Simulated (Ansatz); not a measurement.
**Pt (211): surface energy and levels**

This session takes Pt and sets out to compute energy, relaxation and work function or band edges of the (211) face.

Computed with Ansatz 0.2.0 (DFT PBE, scalar-relativistic, plane waves, PAW, unless a step's input says otherwise).

2 further runs of the same task are left out: 2 set aside as unsound or not needed.

### 1 The structure to begin with

The structure is cubic, space group Fm-3m (No. 225). Conventional cell: a = 3.970 Å, b = 3.970 Å, c = 3.970 Å, α = 90.00°, β = 90.00°, γ = 90.00°. Around Pt (site symmetry m-3m) lie 12 Pt at 2.81 Å.

Coordinates:

```
Pt
1.0
     0.00000    1.98506    1.98506
     1.98506    0.00000    1.98506
     1.98506    1.98506    0.00000
Pt
1
Direct
  0.00000 0.00000 0.00000
```

It is the result of an earlier relaxation at this level (volume 15.64 Å³/atom; gap on the mesh: none (metal)).

### 2 The bulk in the cell of the plane

input.yaml

```yaml
crystal:
  lattice:
    - [2.8072932559, 0.0, 0.0]
    - [0.0, 6.8764360353, 0.0]
    - [1.4036466279, -2.2921453451, 0.8103957585]
  atoms:
    - { symbol: Pt, position: [0.0, 0.0, 0.0] }
basis:
  ecutwfc: 420
kpoints:
  mp_grid: { grid: [12, 5, 41] }
hamiltonian:
  xc: pbe
scf:
  occupations: { method: gaussian, width: 0.1 }
output:
  forces: true
  stress: true
  eigenvalues: true
```

On the command line:

```sh
$ ansatz run input.yaml --threads 8 --pin off --max-ram 15360MiB --backend cpu --events-out ev --progress --plain --runs-dir out
```

Output, cut to the lines that bear on the results:

```text
[...]
SCF converged after 6 iterations
Free energy (F): -12523.019958 eV
[...]
E sigma→0 (E₀):  -12523.014642 eV
Entropy (-TS):   -0.010632 eV (-10.632 meV/atom)
Fermi energy:    22.280814 eV
[...]
--- Forces (eV/Å), atoms counted from 1 ---
  atom   1  Pt     0.00000000     0.00000000     0.00000000
[...]
--- Stress (GPa, compression-positive) ---
       -0.217121       0.041604      -0.072557
        0.041604      -0.069688      -0.063464
       -0.072558      -0.063464       0.239141
  P = ⅓ Tr σ = -0.0159 GPa (-0.159 kbar)
--- Band table (eV; the first three rows and the last of 1231) ---
  k-point 0: bands = ["-76.0881", "-30.1066", "-30.1039", "-30.1028", "12.4574", "18.7024", "18.7043", "18.7057", "20.7390", "20.7392", "36.9928", "41.7309", "41.7323"]
[...]
```

Run time: 1.9 s. Hardware: 8 threads of Arm Neoverse V2, shared host; peak memory 0.52 GiB.

Bulk reference and slab share their plane, in-plane mesh and smearing. Its energy with the smearing taken to zero: -12523.0146 eV/atom.

### 3 The (211) slab

Miller indices refer to the conventional cell of the relaxed bulk, Fm-3m (No. 225): a = 3.970 Å, b = 3.970 Å, c = 3.970 Å, α = 90.00°, β = 90.00°, γ = 90.00°.

Cut from the relaxed bulk: a (211) slab, 9.7 Å thick as cut, with 15 Å of vacuum; its outer planes are Pt (top) and Pt (bottom).

The slab as cut. Its planes from the bottom up:

```csv
plane,atoms per cell,height over the lowest (Å)
1,Pt,0.00
2,Pt,0.81
3,Pt,1.62
4,Pt,2.43
5,Pt,3.24
6,Pt,4.05
7,Pt,4.86
8,Pt,5.67
9,Pt,6.48
10,Pt,7.29
11,Pt,8.10
12,Pt,8.91
13,Pt,9.72
```

### 4 Single point on the unrelaxed (211) slab

The cell repeats along c, and a dipole correction in the vacuum removes the field between the copies.

input.yaml

```yaml
crystal:
  lattice:
    - [2.8072932559, 0.0, 0.0]
    - [0.0, 6.8764360353, 0.0]
    - [0.0, 0.0, 24.7247491019]
  atoms:
    - { symbol: Pt, position: [0.5, 0.6666666667, 0.3033397819] }
    - { symbol: Pt, position: [0.0, 0.3333333333, 0.3361164849] }
    - { symbol: Pt, position: [0.5, 0.0, 0.3688931879] }
    - { symbol: Pt, position: [0.0, 0.6666666667, 0.4016698909] }
    - { symbol: Pt, position: [0.5, 0.3333333333, 0.434446594] }
    - { symbol: Pt, position: [0.0, 0.0, 0.467223297] }
    - { symbol: Pt, position: [0.5, 0.6666666667, 0.5] }
    - { symbol: Pt, position: [0.0, 0.3333333333, 0.532776703] }
    - { symbol: Pt, position: [0.5, 0.0, 0.565553406] }
    - { symbol: Pt, position: [0.0, 0.6666666667, 0.5983301091] }
    - { symbol: Pt, position: [0.5, 0.3333333333, 0.6311068121] }
    - { symbol: Pt, position: [0.0, 0.0, 0.6638835151] }
    - { symbol: Pt, position: [0.5, 0.6666666667, 0.6966602181] }
basis:
  ecutwfc: 420
kpoints:
  mp_grid: { grid: [12, 5, 1] }
hamiltonian:
  xc: pbe
scf:
  occupations: { method: gaussian, width: 0.1 }
output:
  forces: true
  eigenvalues: true
  write_density: true
  write_potential: true
  elf: true
  volumetric_format: npy
efield:
  axis: 3
  dipole_correction: true
  ramp_width: 0.04
```

On the command line:

```sh
$ ansatz run input.yaml --threads 8 --pin off --max-ram 15360MiB --backend cpu --events-out ev --progress --plain --runs-dir out
```

Output:

```text
Warning: RAYON_NUM_THREADS=8 ignored (pool sized by the plan → 8); use --threads N
Engine: ansatz 0.2.0, aarch64-unknown-linux-gnu
Pseudopotentials: kind: paw
Pseudopotential: Pt, paw, valence charge 18, recommended cutoff 420 eV (normal), Pt.paw.azcp
Functional definition: PBE
  parameter kappa = 0.804
  parameter beta = 0.06672455060314922
  exchange = pbe_x(kappa = kappa, mu = beta*pi^2/3)
  correlation = pbe_c(beta = beta)
Crystal: 13 atoms, lattice volume = 477.291 Å³
Basis set: ecut = 420 eV, 9357 PW (Γ), exchange–correlation on 40×96×360 points (8 copies of the dense FFT grid, shifted against one another)
Bands: 141, of which v1, the nominal top of the filled ones, is band 117 counted from 1 (116 counted from 0)
Symmetry: 2 space group operations
k-points: 21 of 60 (time reversal used)
Non-local potential: Pt, projectors of the file, l = 0: 3, l = 1: 2, l = 2: 2, l = 3: 1
PAW form: soft (Blöchl's): semilocal exchange-correlation on the pseudo side does not see the compensation charge
PAW one-centre angular grid: Pt, 590 points (default); XC on 64 Gauss nodes
Initial density: superposition of atomic densities (neutral atoms: chi_scale 0, normalization atom), corrected by the library's trained network
Initial wavefunctions: pseudopotential atomic-orbital guess
Functional: x = pbe(κ = 0.804, μ = 0.2195149727645171), c = pbe(β = 0.06672455060314922)
SCF iter   1: F=—  HF=-162794.920279 eV  |F-HF|=—  |Δ(HF+E_count)|=         —  Δρ=1.11e-2  dr2=5.44e0  ethr=1.77e-3  p=-0.000 e·Å  D=-4.98e-12 V/Å  ΔV_dip=0.00 eV  dr2_dipole=9.52e-8  V_vac-E_F(+/−)=5.05/5.05 eV  ⟨swp⟩=7.5  Hψ=12272  notcnv=0  defer=110
efield: sawtooth ramp at fractional position 0.9800 (placed from the atoms, in the widest stretch of the axis that holds none; the zero of the levels goes with the place), width 0.0400; the density the first Hamiltonian is built on has a dipole p = -0.000 e·Å; the dipole correction subtracts the counter field D = -4.98e-12 V/Å, which shifts the + side's vacuum level by +0.00 eV against the − side's; the planar-averaged density in the ramp window peaks in size at 3.3e-6 e/Å³
preconditioner: auto → LDOS  [metal: Δε(μ)=0.004 eV  Ē_g=7.137 eV  σ=0.100 eV  W_gap=0.03  n_scr=96 (ndim 8)  ℏωp=19.4 eV  f_vac=0.519  D(μ)=27.77/eV (n_scr^D=292)  β→1.0]
SCF iter   2: F=—  HF=-162794.831951 eV  |F-HF|=—  |Δ(HF+E_count)|=   8.83e-2  Δρ=5.47e-3  dr2=5.17e-1  ethr=1.77e-3  p=-0.000 e·Å  D=-1.06e-6 V/Å  ΔV_dip=0.00 eV  dr2_dipole=4.92e-8  V_vac-E_F(+/−)=5.43/5.43 eV  ⟨swp⟩=1.0  Hψ=3424  notcnv=0  defer=185
SCF iter   3: F=—  HF=-162794.829175 eV  |F-HF|=—  |Δ(HF+E_count)|=   2.78e-3  Δρ=3.04e-3  dr2=1.81e-1  ethr=2.21e-4  p=0.000 e·Å  D=7.42e-7 V/Å  ΔV_dip=-0.00 eV  dr2_dipole=1.39e-11  V_vac-E_F(+/−)=5.41/5.41 eV  ⟨swp⟩=2.2  Hψ=3646  notcnv=0  defer=231
SCF iter   4: F=—  HF=-162794.814782 eV  |F-HF|=—  |Δ(HF+E_count)|=   1.44e-2  Δρ=6.94e-4  dr2=6.21e-3  ethr=7.75e-5  p=-0.000 e·Å  D=-5.94e-7 V/Å  ΔV_dip=0.00 eV  dr2_dipole=2.62e-11  V_vac-E_F(+/−)=5.50/5.50 eV  ⟨swp⟩=2.0  Hψ=3788  notcnv=0  defer=231
SCF iter   5: F=—  HF=-162794.814309 eV  |F-HF|=—  |Δ(HF+E_count)|=   4.73e-4  Δρ=3.20e-4  dr2=9.95e-4  ethr=2.65e-6  p=-0.000 e·Å  D=-1.37e-7 V/Å  ΔV_dip=0.00 eV  dr2_dipole=1.20e-11  V_vac-E_F(+/−)=5.49/5.49 eV  ⟨swp⟩=2.9  Hψ=4682  notcnv=0  defer=231
SCF iter   6: F=—  HF=-162794.814303 eV  |F-HF|=—  |Δ(HF+E_count)|=   5.50e-6  Δρ=1.47e-4  dr2=2.89e-4  ethr=4.25e-7  p=-0.000 e·Å  D=-4.68e-8 V/Å  ΔV_dip=0.00 eV  dr2_dipole=1.40e-14  V_vac-E_F(+/−)=5.49/5.49 eV  ⟨swp⟩=2.3  Hψ=3876  notcnv=0  defer=231
SCF iter   7: F=—  HF=-162794.814320 eV  |F-HF|=—  |Δ(HF+E_count)|=   1.62e-5  Δρ=7.45e-5  dr2=6.15e-5  ethr=1.23e-7  p=-0.000 e·Å  D=-5.17e-8 V/Å  ΔV_dip=0.00 eV  dr2_dipole=1.97e-13  V_vac-E_F(+/−)=5.49/5.49 eV  ⟨swp⟩=1.3  Hψ=2693  notcnv=0  defer=231
SCF iter   8: F=—  HF=-162794.813733 eV  |F-HF|=—  |Δ(HF+E_count)|=   5.86e-4  Δρ=2.21e-5  dr2=6.95e-6  ethr=2.63e-8  p=0.000 e·Å  D=2.31e-9 V/Å  ΔV_dip=-0.00 eV  dr2_dipole=7.30e-13  V_vac-E_F(+/−)=5.49/5.49 eV  ⟨swp⟩=1.8  Hψ=3321  notcnv=0  defer=210
SCF iter   9: F=—  HF=-162794.813734 eV  |F-HF|=—  |Δ(HF+E_count)|=   1.01e-6  Δρ=8.83e-6  dr2=1.09e-6  ethr=2.97e-9  p=-0.000 e·Å  D=-9.46e-9 V/Å  ΔV_dip=0.00 eV  dr2_dipole=2.44e-13  V_vac-E_F(+/−)=5.49/5.49 eV  ⟨swp⟩=2.0  Hψ=3890  notcnv=0  defer=209
SCF iter  10: F=—  HF=-162794.813735 eV  |F-HF|=—  |Δ(HF+E_count)|=   1.48e-7  Δρ=4.11e-6  dr2=1.78e-7  ethr=4.67e-10  p=-0.000 e·Å  D=-2.21e-9 V/Å  ΔV_dip=0.00 eV  dr2_dipole=1.16e-13  V_vac-E_F(+/−)=5.49/5.49 eV  ⟨swp⟩=2.2  Hψ=3768  notcnv=0  defer=206
SCF iter  11: F=-162794.813735 eV  HF=-162794.813735 eV  |F-HF|=8.70e-9  |Δ(HF+E_count)|=   4.80e-8  Δρ=1.61e-6  dr2=3.92e-8  ethr=4.27e-11  p=-0.000 e·Å  D=-1.09e-9 V/Å  ΔV_dip=0.00 eV  dr2_dipole=7.78e-15  V_vac-E_F(+/−)=5.49/5.49 eV  ⟨swp⟩=20.8  Hψ=24822  notcnv=0
SCF 1 converged in 11 iterations: F = -162794.813735 eV  dr2 = 3.92e-8
WARN: The output density's exchange-correlation potential varies sharply where the density is thin. Do not read a vacuum level from v_tot or v_xc, or from such a field of the output density. On a cell that repeats whose density bears no net charge and no dipole along the vacuum's axis use v_es (v_loc + v_h of the components); under efield.dipole_correction with no amplitude use v_es + v_field, which holds any external_charges[].barrier, or the levels of the report's work_function block, which leave it out; under a non-zero efield.amplitude the vacuum is tilted and has no level; on a cell that repeats and bears such a dipole with no correction it is tilted too, and efield.dipole_correction with no amplitude gives each side of its ramp a level where efield: is served; in a cell that repeats whose density bears a net charge (total_charge, or a fill off its count) it is curved and has none; of a slab under crystal.periodic whose density bears no net charge use v_es, which has a level on each side, short of where the two are joined; of another it falls or rises all the way out and has none; of a slab beside external_charges read slab_vacuum_level instead, which it has where they leave it neutral. The grid or the basis barely resolves most such structure, and the values can differ between equally converged runs; as a rule a tighter scf.convergence.dr2_threshold does not remove it. Where the density itself ripples (under the LDA too) a higher basis.ecutwfc lessens it. The files hold the spikes' plane waves up to the density's cutoff. Files: v_tot_of_output_density and the like, and their columns of v_z.tsv (output.write_potential); v_xc_of_output_density and the like, and their columns of v_comp_z.tsv (output.write_potential_components). Measured: with its Gaussian average of σ = 0.25 Å subtracted twice, the exchange-correlation potential is over 0.1 eV at 3 of the grid points where the equally averaged density (valence and model cores) is under 1e-3 e/Å³, and 0.164 eV at the most among them, at an averaged density of 9.4e-9 e/Å³. The input density's (outcome.potential() and, of a run that writes arrays, v_tot and v_xc) is over 0.1 eV, so measured, at 9 points of its own thin density, 0.128 eV at the most. See output.write_potential in the manual, Limitations
SCF converged after 11 iterations
Free energy (F): -162794.813735 eV
Harris-Foulkes:  -162794.813735 eV  (|F-HF|=8.70e-9)
Internal energy: -162794.675693 eV  (E = F + TS)
E sigma→0 (E₀):  -162794.744714 eV
Entropy (-TS):   -0.138042 eV (-10.619 meV/atom)
Fermi energy:    6.293222 eV
Dipole field:    D = -0.000000 V/Å  (p = -0.000000 e·Å, saw-weighted, corrected)
Work function:   Φ+ = 5.4927 eV   Φ− = 5.4927 eV
Levels:          The Fermi level and band energies are counted from a zero that moves with the ramp; work functions are not
--- Per-component energies (eV) ---
  E_band       = -5562.170793
  E_kinetic    = 8268.927537
  E_local      = -367791.815922  (includes V_loc(G=0)·N_el)
  E_nonlocal   = 2602.140337
  E_hartree    = 179514.250753
  E_xc         = -3390.709039
  E_vxc        = -3919.576749  (∫ρ·V_xc dr)
  E_paw        = -122902.000919  (= ΣΔE_a)
  E_vpaw       = -3750.379794  (= ΣTr[D̂ρ^β])
  E_aug_tail   = 0.002648  (compensation charges beyond the density's cutoff)
  E_efield     = 0.000000  (sawtooth field / dipole correction)
  E_vefield    = 0.000000  (∫n·V_field dr)
  E_ewald      = 140904.528912
  E_smearing   = -0.138042  (= −TS)
  E_closure    = -0.000000  (closes the sum)
  Σ components = -162794.813735   (vs F -162794.813735, Δ=0.00e0)
--- Forces (eV/Å), atoms counted from 1 ---
  atom   1  Pt     0.00000000    -0.28402499     0.87095131
  atom   2  Pt     0.00000000    -0.09044383    -0.08893061
  atom   3  Pt     0.00000000     0.15796445    -0.80555467
  atom   4  Pt     0.00000000     0.34233366    -0.05468413
  atom   5  Pt     0.00000000    -0.13449240     0.06851724
  atom   6  Pt     0.00000000     0.01777709     0.23293100
  atom   7  Pt     0.00000000    -0.00000003    -0.00000012
  atom   8  Pt     0.00000000    -0.01777707    -0.23293093
  atom   9  Pt     0.00000000     0.13449248    -0.06851721
  atom  10  Pt     0.00000000    -0.34233368     0.05468410
  atom  11  Pt     0.00000000    -0.15796439     0.80555482
  atom  12  Pt     0.00000000     0.09044376     0.08893061
  atom  13  Pt     0.00000000     0.28402508    -0.87095140
  max |Σ_I F_I| component: 1.06e-7 eV/Å
--- Band table (eV; the first three rows and the last of 21) ---
  k-point 0: bands = ["-92.1408", "-92.0510", "-92.0509", "-92.0396", "-92.0330", "-92.0151", "-92.0121", "-91.8344", "-91.8344", "-91.5843", "-91.5843", "-91.2267", "-91.2267", "-46.4794", "-46.4414", "-46.3883", "-46.3846", "-46.3740", "-46.3356", "-46.2879", "-46.2725", "-46.2617", "-46.2425", "-46.2164", "-46.1978", "-46.1728", "-46.1719", "-46.1714", "-46.1573", "-46.1537", "-46.1407", "-46.1359", "-46.1110", "-46.0895", "-46.0885", "-46.0851", "-45.9860", "-45.9859", "-45.9173", "-45.9162", "-45.8597", "-45.8562", "-45.8030", "-45.8029", "-45.5812", "-45.5811", "-45.4619", "-45.4619", "-45.4488", "-45.4488", "-45.3237", "-45.3236", "-3.0747", "-1.9319", "-0.6860", "-0.4511", "-0.3891", "-0.1612", "0.0675", "0.2741", "0.2797", "0.4371", "0.5875", "0.7913", "0.9153", "1.0068", "1.2167", "2.0089", "2.1425", "2.1680", "2.3692", "2.4419", "2.4477", "2.5872", "2.7044", "2.7230", "2.8333", "2.9034", "2.9086", "2.9116", "2.9190", "2.9439", "3.1178", "3.2044", "3.2715", "3.2843", "3.3072", "3.3582", "3.3947", "3.4044", "3.5712", "3.5738", "3.7647", "3.8027", "3.8922", "4.2017", "4.2668", "4.3167", "4.5943", "4.6094", "4.6365", "4.8667", "4.8871", "4.9540", "5.0704", "5.1119", "5.1203", "5.2737", "5.3351", "5.4726", "5.5349", "5.6009", "5.7385", "5.8838", "6.0035", "6.0752", "6.2063", "6.3466", "6.3483", "6.3810", "6.4068", "6.6112", "6.6145", "6.6896", "6.7145", "6.9518", "7.6594", "7.9684", "8.5582", "8.9600", "9.1040", "10.1315", "10.4271", "11.5568", "11.9742", "12.5216", "13.2332", "13.9169", "14.0521", "14.1436", "14.4207"]
[... 3 lines left out ...]
```

Wall time 34 s (8 threads of Arm Neoverse V2, shared host); peak memory 3 GiB.

Read from this run: work function 5.49 eV.

Plane-averaged electrostatic potential energy of an electron across the slab, counted from the Fermi level:

z (Å), V (eV) and a bar:
```
     1.65       5.49 ##############################
     2.20       5.49 ##############################
     2.47       5.49 ##############################
     3.02       5.49 ##############################
     3.30       5.49 ##############################
     3.85       5.49 ##############################
     4.40       5.49 ##############################
     4.67       5.48 ##############################
     5.22       5.45 ##############################
     5.49       5.39 ##############################
     6.04       5.02 #############################
     6.59       3.13 ##########################
     6.87       0.06 #####################
     7.42      -6.86 ########
     7.69      -9.54 ####
     8.24     -10.64 ##
     8.52     -11.13 #
     9.07     -11.03 #
     9.62     -11.68 
     9.89     -11.15 #
    10.44     -11.73 
    10.71     -11.21 #
    11.26     -11.74 
    11.81     -11.70 
    12.09     -11.72 
    12.64     -11.72 
    12.91     -11.70 
    13.46     -11.74 
    14.01     -11.21 #
    14.29     -11.73 
    14.83     -11.15 #
    15.11     -11.68 
    15.66     -11.03 #
    16.21     -11.13 #
    16.48     -10.64 ##
    17.03      -9.54 ####
    17.31      -6.86 ########
    17.86       0.06 #####################
    18.13       3.13 ##########################
    18.68       5.02 #############################
    19.23       5.39 ##############################
    19.51       5.45 ##############################
    20.05       5.48 ##############################
    20.33       5.49 ##############################
    20.88       5.49 ##############################
    21.43       5.49 ##############################
    21.70       5.49 ##############################
    22.25       5.49 ##############################
    22.53       5.49 ##############################
    23.08       5.49 ##############################
```

Density in a lattice plane of the grid's cell (edges 6.88 and 24.72 Å, at 0.500 of the third edge), which holds Pt.

Values in e/Å³, 12 rows by 6 columns:
```
 0.00  0.00  0.00  0.00  0.00  0.00
 0.00  0.00  0.00  0.00  0.00  0.00
 0.01  0.00  0.00  0.04  0.18  0.04
 0.37  0.24  1.56  0.37  2.95  0.28
 7.79  0.41  0.47  0.17  0.32  0.39
 0.26  0.13  0.25  0.49 11.61  0.47
 0.47  0.41  7.64  0.40  0.32  0.17
 1.60  0.24  0.36  0.29  2.95  0.36
 0.00  0.00  0.01  0.04  0.18  0.04
 0.00  0.00  0.00  0.00  0.00  0.00
 0.00  0.00  0.00  0.00  0.00  0.00
 0.00  0.00  0.00  0.00  0.00  0.00
```
Columns run along the first of these edges and rows up along the second, over one cell in 6 and 12 even steps from the bottom left corner. Atoms in the plane (fractional): Pt at (0.67, 0.30), Pt at (0.00, 0.37), Pt at (0.33, 0.43), Pt at (0.67, 0.50), Pt at (0.00, 0.57), Pt at (0.33, 0.63), Pt at (0.67, 0.70).

ELF in the same plane.

Values, 12 rows by 6 columns:
```
0.00 0.00 0.00 0.00 0.00 0.00
0.00 0.00 0.00 0.00 0.00 0.00
0.05 0.02 0.01 0.16 0.23 0.14
0.29 0.25 0.45 0.30 0.51 0.24
0.66 0.26 0.27 0.16 0.26 0.25
0.24 0.12 0.24 0.25 0.67 0.24
0.27 0.26 0.66 0.25 0.26 0.16
0.45 0.25 0.29 0.24 0.51 0.30
0.01 0.02 0.05 0.14 0.23 0.16
0.00 0.00 0.00 0.00 0.00 0.00
0.00 0.00 0.00 0.00 0.00 0.00
0.00 0.00 0.00 0.00 0.00 0.00
```
Columns run along the first of these edges and rows up along the second, over one cell in 6 and 12 even steps from the bottom left corner. Atoms in the plane (fractional): Pt at (0.67, 0.30), Pt at (0.00, 0.37), Pt at (0.33, 0.43), Pt at (0.67, 0.50), Pt at (0.00, 0.57), Pt at (0.33, 0.63), Pt at (0.67, 0.70).

Both are smooth fields of the valence electrons: close to the nuclei they are not physical.

(Part 1 of 2 ends here.)
